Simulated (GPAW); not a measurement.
# C (P6_3/mmc) in GPAW: reference runs

Aim: a first look at C with PBE, on the cell as given and on a disturbed one.

The COD entry that gives the cell may itself be a prediction, so a difference from it is no test against experiment.

All numbers are computed with GPAW 26.7.0; they aren't measurements. Logs are shortened: lines on timing, memory, paths and dates and some standing lists are left out, and cuts for length are marked. The log counts tension as positive stress, the text compression.

**1. The structure**

The structure is hexagonal, space group P6_3/mmc (No. 194). Conventional cell: a = 2.522 Å, b = 2.522 Å, c = 12.356 Å, α = 90.00°, β = 90.00°, γ = 120.00°. C (site symmetry 3m) has 4 C at 1.54 Å as nearest neighbours. C (site symmetry 3m) has 4 C at 1.54 Å as nearest neighbours. C (site symmetry 3m) has 4 C at 1.54 Å as nearest neighbours.

This is a hexagonal form of diamond, not graphite.

**2. Single point, PBE (atoms moved at random, drawn with an rms of 0.05 Å)**

run.py reads:

```python
from ase import Atoms
from ase.dft.bandgap import bandgap
from ase.io import write
from ase.units import GPa
from gpaw import GPAW, PW

atoms = Atoms(['C', 'C', 'C', 'C', 'C', 'C', 'C', 'C', 'C', 'C', 'C', 'C'],
              cell=[[2.5221, 0.0, 0.0],
                    [-1.26105, 2.1842026709, 0.0],
                    [0.0, 0.0, 12.3557]],
              scaled_positions=[[0.651801, 0.341431, 0.356701],
                                [0.344638, 0.67693, 0.851667],
                                [0.667568, 0.34422, 0.146376],
                                [0.329347, 0.660923, 0.647437],
                                [0.67704, 0.344217, 0.479627],
                                [0.328729, 0.663332, 0.978387],
                                [0.635829, 0.318007, 0.0213],
                                [0.319916, 0.676309, 0.522074],
                                [-0.000278, 0.014637, 0.812643],
                                [-0.019094, -0.012914, 0.317659],
                                [-0.002144, -0.004065, 0.683146],
                                [-0.006058, 0.016553, 0.183477]],
              pbc=True)

calc = GPAW(mode=PW(800),
            xc='PBE',
            kpts={'size': (12, 12, 3), 'gamma': True},
            occupations={'name': 'fermi-dirac', 'width': 0.05},
            nbands=46,
            convergence={'density': 1e-05, 'energy': 1e-05},
            maxiter=150,
            txt='gpaw.txt')
atoms.calc = calc
energy = atoms.get_potential_energy()
forces = atoms.get_forces()
stress = atoms.get_stress()
calc.write('gs.gpw')
write('result.traj', atoms)
print(f'Energy: {energy:.6f} eV')
print('Forces (eV/A):')
print(forces.round(4))
print('Stress (GPa):', (stress / GPa).round(3))
print('Fermi level:', round(calc.get_fermi_level(), 4), 'eV')
print(f'Gap: {bandgap(calc)[0]:.4f} eV, direct: {bandgap(calc, direct=True)[0]:.4f} eV')
```

Potentials or basis: GPAW PAW data sets (gpaw-data 1.2.1), pw.

Command:

```console
$ OMP_NUM_THREADS=1 python run.py
```

gpaw.txt:

```text
__  _  _
 | _ |_)|_||  |
 |__||  | ||/\| - 26.7.0

Input parameters:
  mode=PW(ecut=800.0),
  convergence={'density': 1e-05, 'energy': 1e-05},
  kpts=MonkhorstPack(size=(12, 12, 3), gamma=True),
  maxiter=150,
  nbands=46,
  occupations=Occupations(name='fermi-dirac', width=0.05),
  xc=XC(name='PBE')

Diagonalizing LCAO Hamiltonian
Converting LCAO to pw mode

        C
        C

       C
        C
       C
        C
           C

          C
       C

       C   C

          C

Atoms  # Å, Bohr magnetons
|    | symbol |         x |         y |         z |    initial magnetic moments |
|----|--------|-----------|-----------|-----------|-----------------------------|
|  0 |      C |  1.213346 |  0.745755 |  4.407291 | ( 0.0000,  0.0000,  0.0000) |
|  1 |      C |  0.015569 |  1.478552 | 10.522942 | ( 0.0000,  0.0000,  0.0000) |
|  2 |      C |  1.249595 |  0.751846 |  1.808578 | ( 0.0000,  0.0000,  0.0000) |
|  3 |      C | -0.002811 |  1.443590 |  7.999537 | ( 0.0000,  0.0000,  0.0000) |
|  4 |      C |  1.273488 |  0.751840 |  5.926127 | ( 0.0000,  0.0000,  0.0000) |
|  5 |      C | -0.007407 |  1.448852 | 12.088656 | ( 0.0000,  0.0000,  0.0000) |
|  6 |      C |  1.202602 |  0.694592 |  0.263176 | ( 0.0000,  0.0000,  0.0000) |
|  7 |      C | -0.045999 |  1.477196 |  6.450590 | ( 0.0000,  0.0000,  0.0000) |
|  8 |      C | -0.019159 |  0.031970 | 10.040773 | ( 0.0000,  0.0000,  0.0000) |
|  9 |      C | -0.031872 | -0.028207 |  3.924899 | ( 0.0000,  0.0000,  0.0000) |
| 10 |      C | -0.000281 | -0.008879 |  8.440747 | ( 0.0000,  0.0000,  0.0000) |
| 11 |      C | -0.036153 |  0.036155 |  2.266987 | ( 0.0000,  0.0000,  0.0000) |

Unit cell  # Å
| periodic |         x |        y |         z |   lengths |     angles |
|----------|-----------|----------|-----------|-----------|------------|
|      yes |  2.522100 | 0.000000 |  0.000000 |  2.522100 |  90.000000 |
|      yes | -1.261050 | 2.184203 |  0.000000 |  2.522100 |  90.000000 |
|      yes |  0.000000 | 0.000000 | 12.355700 | 12.355700 | 120.000000 |

Number of symmetries: 1
Symmetry operations  # r_c * U_cc + t_c -> r_c
|   | kind |            matrix            |
|---|------|------------------------------|
| 0 |  E   |  1, 0, 0,  0, 1, 0,  0, 0, 1 |

BZ-sampling:
  Number of BZ points: 432
  Number of IBZ points: 218

  Monkhorst-Pack size: [12, 12, 3]
  Monkhorst-Pack shift: [0.041666666666666664, 0.041666666666666664, 0.0]

K-points  # in reciprocal-cell coordinates
|     |                                coordinates |     weight |
|-----|--------------------------------------------|------------|
|   0 | ( -0.00000000,  -0.00000000,   0.00000000) | 0.00231481 |
|   1 | ( -0.00000000,  -0.00000000,   0.33333333) | 0.00462963 |
|   2 | ( -0.00000000,   0.08333333,  -0.33333333) | 0.00462963 |
|   3 | ( -0.00000000,   0.08333333,   0.00000000) | 0.00462963 |
|   4 | ( -0.00000000,   0.08333333,   0.33333333) | 0.00462963 |
|   5 | ( -0.00000000,   0.16666667,  -0.33333333) | 0.00462963 |
|   6 | ( -0.00000000,   0.16666667,   0.00000000) | 0.00462963 |
|   7 | ( -0.00000000,   0.16666667,   0.33333333) | 0.00462963 |
|   8 | ( -0.00000000,   0.25000000,  -0.33333333) | 0.00462963 |
|   9 | ( -0.00000000,   0.25000000,   0.00000000) | 0.00462963 |
| ... |                                            |            |
| 217 | (  0.50000000,   0.50000000,   0.33333333) | 0.00462963 |

Plane wave coefficients: 3522
Cutoff: 800.0 eV

Spin-components: 1 (collinear spins)
Bands:           46
Projectors:      60
Spin-degeneracy: 2
Datatype:        complex128

Parallelization:
  kpt:    1
  domain: 1
  band:   1

Density:
  Valence electrons: 48.0
  Components: 1
  Grid points: [18 18 81]
  Charge: 0.0  # |e|

Potential:
  Grid points: [18 18 81]

species:
  C:
    name:    Carbon
    Z:       6.0
    valence: 4
    core:    2
    charge:  0.0  # [|e|]
    compensation charges:
      type: gauss
      rc: 0.20  # [Å]
      lmax: 2
    cutoffs:
      filter: 1.14  # [Å]
      core: 1.14  # [Å]
    projectors
    | kind |    occ | energy [eV] | rcut [Å] |
    |------|--------|-------------|----------|
    |   2s |  2.000 |     -13.751 |    0.635 |
    |   2p |  2.000 |      -5.284 |    0.635 |
    |    s |        |      13.461 |    0.635 |
    |    p |        |      21.927 |    0.635 |
    |    d |        |       0.000 |    0.635 |

    Using partial waves for C as LCAO basis

Reference energy: -12331.537386  # eV

eigensolver:
  PPCG
  Converge bands: occupied
  niter=2

density mixing:
  MSR1-Mixer
  Pratt-step length: 0.05
  Maximum mixing coefficient: 0.75
  Old densities: 10
  SVD Regularization: 0.005
  Good broyden scale: 1.0
  Trust region scale: 1.0
  Backstep threshold: 4.0
  History deletion threshold: 6.0
  Fourier metric: weight=20.0, sigma=0.015

occupation numbers:
  Fermi-Dirac:
    width: 0.0500  # eV

poisson solver:
  ecut: 6400.0  # eV

xc functional:
  name: PBE with 2 nearest neighbor stencil

convergence criteria:
- Maximum integral of absolute [dens]ity change: 1e-05 electrons / valence electron
- Maximum [total energy] change in last 3 cyles: 1e-05 eV / valence electron
- Maximum integral of absolute [eigenst]ate change: 4e-08 eV^2 / valence electron
maximum number of iterations: 150

SCF iterations
|iter     | |      energy | eigst |  dens |
|---------|-|-------------|-------|-------|
|iter:   1| | -111.597568 | +0.17 |       |
|iter:   2| | -111.207360 | -2.53 | -0.81 |
|iter:   3| | -108.621756 | -1.17 | -0.83 |
|iter:   4| | -108.620742 | -2.33 | -1.50 |
|iter:   5| | -108.610362 | -3.29 | -2.08 |
|iter:   6| | -108.612752 | -3.88 | -2.33 |
|iter:   7| | -108.610878 | -4.39 | -2.69 |
|iter:   8| | -108.610846 | -5.65 | -3.36 |
|iter:   9| | -108.610846c| -6.73 | -3.85 |
|iter:  10| | -108.610844c| -7.33 | -4.09 |
|iter:  11| | -108.610844c| -8.24c| -4.45 |
|iter:  12| | -108.610844c| -8.23c| -4.97 |
|iter:  13| | -108.610844c| -9.09c| -5.64c|

Converged in 13 steps
Energy contributions relative to reference atoms: (reference = -12331.537386)

Energy contributions:
  Kinetic:         101.121460
  Coulomb:         -94.941934
  Zero:              0.256847
  External:          0.000000
  Xc:             -115.047217
  Entropy:          -0.000000
  Spinorbit:         0.000000
  ----------------------------
  Free energy:    -108.610844
  Extrapolated:   -108.610844

dipole moment: (19.035019, 0.332235, -0.158204)  # |e|*Ang

Fermi level: 14.211
Eigenvalues  # (at kpt = [-0.000, -0.000, 0.000])
| band index |      eig [eV] | occ [0-2] |
|------------|---------------|-----------|
|          0 |        -9.466 |     2.000 |
|        ... |               |           |
|         16 |         9.895 |     2.000 |
|         17 |        10.651 |     2.000 |
|         18 |        10.825 |     2.000 |
|         19 |        11.028 |     2.000 |
|         20 |        11.337 |     2.000 |
|         21 |        12.009 |     2.000 |
|         22 |        12.172 |     2.000 |
|         23 |        12.644 |     2.000 |
|         24 |        17.228 |     0.000 |
|         25 |        17.476 |     0.000 |
|         26 |        17.677 |     0.000 |
|         27 |        18.304 |     0.000 |
|         28 |        18.680 |     0.000 |
|         29 |        18.817 |     0.000 |
|         30 |        18.876 |     0.000 |
|         31 |        19.114 |     0.000 |
|        ... |               |           |
|         45 |        27.514 |     0.000 |

Gap: 3.875 eV
Transition (v -> c):
  (s=0, k=0, n=23, [-0.00, -0.00, 0.00]) -> (s=0, k=164, n=24, [0.42, -0.42, 0.00])
Direct/indirect transitions are different
Direct gap: 4.584 eV
Transition at: (s=0, k=0, n=23, [-0.00, -0.00, 0.00])

Forces  # eV/Ang
|        x |        y |        z |
|----------|----------|----------|
|  0.83048 | -1.54257 |  0.18926 |  # C    0
| -1.27400 |  0.06500 |  1.47918 |  # C    1
| -1.12023 |  0.08881 | -1.33111 |  # C    2
| -0.20667 |  0.36107 | -2.31652 |  # C    3
| -2.15362 | -0.29158 |  0.82449 |  # C    4
| -1.24770 | -0.49751 |  0.14355 |  # C    5
|  1.71226 |  1.07769 | -0.76478 |  # C    6
|  2.04342 |  0.03114 | -0.32039 |  # C    7
|  1.20233 | -0.50994 | -0.97774 |  # C    8
| -0.44849 |  1.95468 | -2.07341 |  # C    9
| -0.23716 |  0.12106 |  2.48735 |  # C   10
|  0.89939 | -0.85785 |  2.66070 |  # C   11

Stress tensor  # eV/Ang^3
|         x |         y |         z |
|-----------|-----------|-----------|
| -0.004243 | -0.000051 | -0.002181 |
| -0.000051 | -0.008080 |  0.001685 |
| -0.002181 |  0.001685 | -0.048354 |

# Writing to gs.gpw (mode='')
```

It took 17 min on 1 thread of Arm Neoverse V1, shared host; peak memory 0.99 GiB.

Results:

- Free energy: -108.6108 eV
- Pressure: 3.2 GPa
- Largest force: 2.937 eV/Å
- Band gap on the k mesh: 3.87 eV, indirect (least direct gap 4.58 eV)

Forces in eV/Å, atoms in the order of the input:
```
C    0.830 -1.543  0.189
C   -1.274  0.065  1.479
C   -1.120  0.089 -1.331
C   -0.207  0.361 -2.317
C   -2.154 -0.292  0.824
C   -1.248 -0.498  0.144
C    1.712  1.078 -0.765
C    2.043  0.031 -0.320
C    1.202 -0.510 -0.978
C   -0.448  1.955 -2.073
C   -0.237  0.121  2.487
C    0.899 -0.858  2.661
```

Stress tensor (GPa, compression positive):
```
 0.68  0.01  0.35
 0.01  1.29 -0.27
 0.35 -0.27  7.75
```

Caveat: an odd mesh through Γ misses points on the zone boundary, where band edges often lie.

**3. Single point, PBE**

run.py reads:

```python
from ase import Atoms
from ase.dft.bandgap import bandgap
from ase.io import write
from ase.units import Bohr, GPa
from gpaw import GPAW, PW
from gpaw.elf import elf_from_dft_calculation

atoms = Atoms(['C', 'C', 'C', 'C', 'C', 'C', 'C', 'C', 'C', 'C', 'C', 'C'],
              cell=[[2.5221, 0.0, 0.0],
                    [-1.26105, 2.1842026709, 0.0],
                    [0.0, 0.0, 12.3557]],
              scaled_positions=[[0.6666666667, 0.3333333333, 0.35417],
                                [0.3333333333, 0.6666666667, 0.85417],
                                [0.6666666667, 0.3333333333, 0.14583],
                                [0.3333333333, 0.6666666667, 0.64583],
                                [0.6666666667, 0.3333333333, 0.47917],
                                [0.3333333333, 0.6666666667, 0.97917],
                                [0.6666666667, 0.3333333333, 0.02083],
                                [0.3333333333, 0.6666666667, 0.52083],
                                [0.0, 0.0, 0.8125],
                                [0.0, 0.0, 0.3125],
                                [0.0, 0.0, 0.6875],
                                [0.0, 0.0, 0.1875]],
              pbc=True)

calc = GPAW(mode=PW(800),
            xc='PBE',
            kpts={'size': (12, 12, 3), 'gamma': True},
            occupations={'name': 'fermi-dirac', 'width': 0.05},
            nbands=46,
            convergence={'density': 1e-05, 'energy': 1e-05},
            maxiter=150,
            txt='gpaw.txt')
atoms.calc = calc
energy = atoms.get_potential_energy()
forces = atoms.get_forces()
stress = atoms.get_stress()
calc.write('gs.gpw')
write('result.traj', atoms)
print(f'Energy: {energy:.6f} eV')
print('Forces (eV/A):')
print(forces.round(4))
print('Stress (GPa):', (stress / GPa).round(3))
print('Fermi level:', round(calc.get_fermi_level(), 4), 'eV')
print(f'Gap: {bandgap(calc)[0]:.4f} eV, direct: {bandgap(calc, direct=True)[0]:.4f} eV')

# fields on the real-space grid
write('density.cube', atoms, data=calc.get_pseudo_density() * Bohr**3)
write('potential.cube', atoms, data=calc.get_electrostatic_potential())
write('elf.cube', atoms, data=elf_from_dft_calculation(calc).data)
```

Potentials or basis: GPAW PAW data sets (gpaw-data 1.2.1), pw.

Command:

```console
$ OMP_NUM_THREADS=1 python run.py
```

gpaw.txt:

```text
__  _  _
 | _ |_)|_||  |
 |__||  | ||/\| - 26.7.0

Input parameters:
  mode=PW(ecut=800.0),
  convergence={'density': 1e-05, 'energy': 1e-05},
  kpts=MonkhorstPack(size=(12, 12, 3), gamma=True),
  maxiter=150,
  nbands=46,
  occupations=Occupations(name='fermi-dirac', width=0.05),
  xc=XC(name='PBE')

Diagonalizing LCAO Hamiltonian
Converting LCAO to pw mode

        C

        C

       C
        C
       C
        C
           C

           C
       C

       C   C

           C

Atoms  # Å, Bohr magnetons
|    | symbol |         x |        y |         z |    initial magnetic moments |
|----|--------|-----------|----------|-----------|-----------------------------|
|  0 |      C |  1.261050 | 0.728068 |  4.376018 | ( 0.0000,  0.0000,  0.0000) |
|  1 |      C | -0.000000 | 1.456135 | 10.553868 | ( 0.0000,  0.0000,  0.0000) |
|  2 |      C |  1.261050 | 0.728068 |  1.801832 | ( 0.0000,  0.0000,  0.0000) |
|  3 |      C | -0.000000 | 1.456135 |  7.979682 | ( 0.0000,  0.0000,  0.0000) |
|  4 |      C |  1.261050 | 0.728068 |  5.920481 | ( 0.0000,  0.0000,  0.0000) |
|  5 |      C | -0.000000 | 1.456135 | 12.098331 | ( 0.0000,  0.0000,  0.0000) |
|  6 |      C |  1.261050 | 0.728068 |  0.257369 | ( 0.0000,  0.0000,  0.0000) |
|  7 |      C | -0.000000 | 1.456135 |  6.435219 | ( 0.0000,  0.0000,  0.0000) |
|  8 |      C |  0.000000 | 0.000000 | 10.039006 | ( 0.0000,  0.0000,  0.0000) |
|  9 |      C |  0.000000 | 0.000000 |  3.861156 | ( 0.0000,  0.0000,  0.0000) |
[... 139 lines left out ...]
|iter:   4| | -109.079864 | -2.42 | -1.50 |
|iter:   5| | -109.084776 | -3.84 | -2.17 |
|iter:   6| | -109.084827 | -4.74 | -2.85 |
|iter:   7| | -109.084809c| -6.01 | -3.57 |
|iter:   8| | -109.084809c| -7.16 | -4.02 |
|iter:   9| | -109.084809c| -8.04c| -4.39 |
|iter:  10| | -109.084809c| -8.35c| -5.12c|

Converged in 10 steps
Energy contributions relative to reference atoms: (reference = -12331.537386)

Energy contributions:
  Kinetic:          99.548149
  Coulomb:         -93.971262
  Zero:              0.257749
  External:          0.000000
  Xc:             -114.919446
  Entropy:          -0.000000
  Spinorbit:         0.000000
  ----------------------------
  Free energy:    -109.084809
  Extrapolated:   -109.084809

dipole moment: (-9.979332, -17.284710, 0.000034)  # |e|*Ang

Fermi level: 14.118
Eigenvalues  # (at kpt = [-0.000, -0.000, 0.000])
| band index |      eig [eV] | occ [0-2] |
|------------|---------------|-----------|
|          0 |        -9.425 |     2.000 |
|        ... |               |           |
|         16 |         9.800 |     2.000 |
|         17 |        11.027 |     2.000 |
|         18 |        11.027 |     2.000 |
|         19 |        11.171 |     2.000 |
|         20 |        11.171 |     2.000 |
|         21 |        12.006 |     2.000 |
[... 8 lines left out ...]
|         30 |        19.046 |     0.000 |
|         31 |        19.131 |     0.000 |
|        ... |               |           |
|         45 |        27.285 |     0.000 |

Gap: 4.381 eV
Transition (v -> c):
  (s=0, k=0, n=23, [-0.00, -0.00, 0.00]) -> (s=0, k=22, n=24, [0.33, -0.00, 0.00])
Direct/indirect transitions are different
Direct gap: 5.306 eV
Transition at: (s=0, k=0, n=23, [-0.00, -0.00, 0.00])

Forces  # eV/Ang
|        x |        y |        z |
|----------|----------|----------|
|  0.00000 |  0.00000 |  0.30969 |  # C    0
|  0.00000 |  0.00000 |  0.30982 |  # C    1
| -0.00000 | -0.00000 | -0.30982 |  # C    2
|  0.00000 |  0.00000 | -0.30969 |  # C    3
|  0.00000 |  0.00000 | -0.02667 |  # C    4
| -0.00000 | -0.00000 | -0.02670 |  # C    5
|  0.00000 |  0.00000 |  0.02670 |  # C    6
| -0.00000 |  0.00000 |  0.02667 |  # C    7
| -0.00000 |  0.00000 |  0.33226 |  # C    8
|  0.00000 | -0.00000 |  0.33220 |  # C    9
| -0.00000 |  0.00000 | -0.33220 |  # C   10
|  0.00000 | -0.00000 | -0.33226 |  # C   11

Stress tensor  # eV/Ang^3
|        x |        y |         z |
|----------|----------|-----------|
| 0.006316 | 0.000000 |  0.000000 |
| 0.000000 | 0.006316 |  0.000000 |
| 0.000000 | 0.000000 | -0.044756 |

# Writing to gs.gpw (mode='')
```

stdout:

```text
Energy: -109.084809 eV
Forces (eV/A):
[[ 0.      0.      0.3097]
 [ 0.      0.      0.3098]
 [-0.     -0.     -0.3098]
 [ 0.      0.     -0.3097]
 [ 0.      0.     -0.0267]
 [-0.     -0.     -0.0267]
 [ 0.      0.      0.0267]
 [-0.      0.      0.0267]
 [-0.      0.      0.3323]
 [ 0.     -0.      0.3322]
 [-0.      0.     -0.3322]
 [ 0.     -0.     -0.3323]]
Stress (GPa): [ 1.012  1.012 -7.171  0.     0.     0.   ]
Fermi level: 14.1179 eV
Gap: 4.3813 eV, direct: 5.3063 eV
```

It took 2 min on 1 thread of AMD EPYC 9R14 (Zen 4), shared host; peak memory 0.36 GiB.

Results:

- Free energy: -109.0848 eV
- Pressure: 1.7 GPa
- Largest force: 0.332 eV/Å
- Band gap on the k mesh: 4.38 eV, indirect (least direct gap 5.31 eV)

Forces in eV/Å, atoms in the order of the input:
```
C    0.000  0.000  0.310
C    0.000  0.000  0.310
C    0.000  0.000 -0.310
C    0.000  0.000 -0.310
C    0.000  0.000 -0.027
C    0.000  0.000 -0.027
C    0.000  0.000  0.027
C    0.000  0.000  0.027
C    0.000  0.000  0.332
C    0.000  0.000  0.332
C    0.000  0.000 -0.332
C    0.000  0.000 -0.332
```

Stress tensor (GPa, compression positive):
```
-1.01  0.00  0.00
 0.00 -1.01  0.00
 0.00  0.00  7.17
```

Caveat: an odd mesh through Γ misses points on the zone boundary, where band edges often lie. A hybrid or GW would open this gap; PBE tends to underestimate it.
